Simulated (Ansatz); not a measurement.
Input and command of a calculation in Ansatz (plane waves; scalar-relativistic PAW potentials unless the input names others):

```yaml
crystal:
  lattice:
    - [3.052604809, 3.052604809, 0.0]
    - [-3.052604809, 3.052604809, 0.0]
    - [0.0, 0.0, 5.5083099474]
  atoms:
    - { symbol: Ge, position: [0.5, 0.5, 0.5] }
    - { symbol: Ge, position: [0.5, 0.0, 0.25] }
    - { symbol: Ge, position: [0.0, 0.0, 0.0] }
    - { symbol: Ge, position: [0.0, 0.5, 0.75] }
basis:
  ecutwfc: "800 eV"
kpoints:
  mp_grid: { grid: [14, 14, 10] }
hamiltonian:
  xc: pbe
scf:
  occupations: { method: gaussian, width: 0.1 }
  algorithm: density_mixing
output:
  forces: true
  eigenvalues: true
  stress: true
```

```bash
ansatz run input.yaml --threads 1 --pin off --max-ram 2560MiB --backend cpu --events-out ev --progress --plain --runs-dir out
```

Abridged log:
```
Pseudopotentials: kind: paw
Pseudopotential: Ge, paw, valence charge 14, recommended cutoff 420 eV (normal)
Functional definition: PBE
Crystal: 4 atoms, lattice volume = 102.657 Å³
Basis set: ecut = 800 eV, 5225 PW (Γ), exchange–correlation on 80×80×108 points (8 copies of the dense FFT grid, shifted against one another)
Bands: 34, of which v1, the nominal top of the filled ones, is band 28 counted from 1 (27 counted from 0)
Symmetry: 32 space group operations
Space group: I41/amd (ITA 141), of the structure as read, at distance tolerance 4.7e-5 Å
k-points: 216 of 1960
Initial density: superposition of atomic densities (neutral atoms: chi_scale 0, normalization atom), corrected by the library's trained network
Initial wavefunctions: pseudopotential atomic-orbital guess
Functional: x = pbe(κ = 0.804, μ = 0.21951497), c = pbe(β = 0.06672455)
SCF iter   1: F=—  HF=-17179.736454 eV  |F-HF|=—  |Δ(HF+E_count)|=         —  Δρ=1.39e-3  dr2=2.22e-3  ethr=1.77e-3  ⟨swp⟩=5.6  Hψ=27930  notcnv=0
SCF iter   2: F=—  HF=-17179.735179 eV  |F-HF|=—  |Δ(HF+E_count)|=   1.28e-3  Δρ=9.41e-4  dr2=1.22e-3  ethr=3.97e-6  ⟨swp⟩=1.1  Hψ=9170  notcnv=0
SCF iter   3: F=—  HF=-17179.735442 eV  |F-HF|=—  |Δ(HF+E_count)|=   2.63e-4  Δρ=3.02e-4  dr2=1.14e-4  ethr=2.18e-6  ⟨swp⟩=2.1  Hψ=9137  notcnv=0
SCF iter   4: F=—  HF=-17179.735469 eV  |F-HF|=—  |Δ(HF+E_count)|=   2.78e-5  Δρ=1.48e-4  dr2=3.91e-5  ethr=2.03e-7  ⟨swp⟩=2.0  Hψ=12723  notcnv=0
SCF iter   5: F=—  HF=-17179.735487 eV  |F-HF|=—  |Δ(HF+E_count)|=   1.74e-5  Δρ=7.57e-5  dr2=7.42e-6  ethr=6.99e-8  ⟨swp⟩=2.0  Hψ=8721  notcnv=0
SCF iter   6: F=—  HF=-17179.735498 eV  |F-HF|=—  |Δ(HF+E_count)|=   1.12e-5  Δρ=1.58e-5  dr2=1.78e-7  ethr=1.33e-8  ⟨swp⟩=3.0  Hψ=13054  notcnv=0
SCF iter   7: F=-17179.735498 eV  HF=-17179.735498 eV  |F-HF|=1.01e-8  |Δ(HF+E_count)|=   5.79e-7  Δρ=3.88e-6  dr2=8.62e-9  ethr=1.79e-10  ⟨swp⟩=7.2  Hψ=27947  notcnv=0
SCF 1 converged in 7 iterations: F = -17179.735498 eV  dr2 = 8.62e-9
SCF converged after 7 iterations
Free energy (F): -17179.735498 eV
Harris-Foulkes:  -17179.735498 eV  (|F-HF|=1.01e-8)
Internal energy: -17179.734295 eV  (E = F + TS)
E sigma→0 (E₀):  -17179.734897 eV
Entropy (-TS):   -0.001203 eV (-0.301 meV/atom)
Fermi energy:    6.989783 eV
--- Forces (eV/Å), atoms counted from 1 ---
  atom   1  Ge     0.00000000     0.00000000     0.00000000
  atom   2  Ge     0.00000000     0.00000000     0.00000000
  atom   3  Ge     0.00000000     0.00000000     0.00000000
  atom   4  Ge     0.00000000     0.00000000     0.00000000
--- Stress (GPa, compression-positive) ---
       -5.250466       0.000000       0.000000
        0.000000      -5.250466       0.000000
        0.000000       0.000000      -0.001840
  P = ⅓ Tr σ = -3.5009 GPa (-35.009 kbar)
```

Apart from outputs, empty bands and the relaxation, which only the reference makes, the input differs from a reference run on usual settings in scf.algorithm: not typed → "density_mixing"; basis.ecutwfc: 420 → "800 eV". The reference, at the same geometry, ended its own course with pressure -3.50 GPa, largest force 0.000 eV/Å, no gap on the mesh. This run converged in 7 SCF iterations with an energy at zero smearing 1.23 meV/atom below the reference's, pressure -3.50 GPa, largest force 0.000 eV/Å, no gap on the mesh.

It took 93 s on 1 thread of Intel(R) Xeon(R) Platinum 8259CL CPU @ 2.50GHz (Skylake/Cascade Lake), on a shared host, peak memory 1.4 GiB.